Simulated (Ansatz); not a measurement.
BaH2: changing the functional

The cell as given:

```cif
data_structure
_symmetry_space_group_name_H-M 'P6_3/mmc'
_symmetry_Int_Tables_number 194
_cell_length_a 4.4620
_cell_length_b 4.4620
_cell_length_c 6.0553
_cell_angle_alpha 90.000
_cell_angle_beta 90.000
_cell_angle_gamma 120.000
_cell_volume 104.41
loop_
_atom_site_label
_atom_site_type_symbol
_atom_site_symmetry_multiplicity
_atom_site_Wyckoff_symbol
_atom_site_fract_x
_atom_site_fract_y
_atom_site_fract_z
_atom_site_occupancy
Ba1 Ba 2 c 0.33333 0.66667 0.25000 1
H1 H 2 a 0.00000 0.00000 0.00000 1
H2 H 2 d 0.66667 0.33333 0.25000 1
```

The cell comes from a database or a generator and needn't be the stable form of this composition.

Kept alike: task relaxation of cell and atoms; k mesh 7 × 7 × 5; occupations fermi-dirac, width 0.05 eV; no spin polarisation. Program: Ansatz, Ansatz PAW. Cutoffs run from 420 to 500 eV. The mesh is that of the run's cell of 6 atoms. No spin-orbit coupling.

| run | volume (Å³/atom) | first edge of the run's cell (Å) | third edge of the run's cell (Å) |
| --- | --- | --- | --- |
| A | 15.507 | 4.348 | 5.683 |
| B | 17.061 | 4.438 | 6.000 |
| C | 16.082 | 4.385 | 5.796 |

The relaxations keep at least the cell's symmetry (P6_3/mmc). Relaxations stop with a little pressure left, so the last digits of a volume or edge aren't settled. All rows use potentials made for PBE.

Task: The runs differ in the functional (and the cutoff that goes with it) alone: LDA; PBEsol; r2SCAN. Which run is which?

Result: Run A is LDA; run B is r2SCAN; run C is PBEsol. The volume runs from 15.507 (LDA) to 17.061 Å³/atom (r2SCAN). The first edge of the run's cell runs from 4.348 (LDA) to 4.438 Å (r2SCAN). The third edge of the run's cell runs from 5.683 (LDA) to 6.000 Å (r2SCAN).
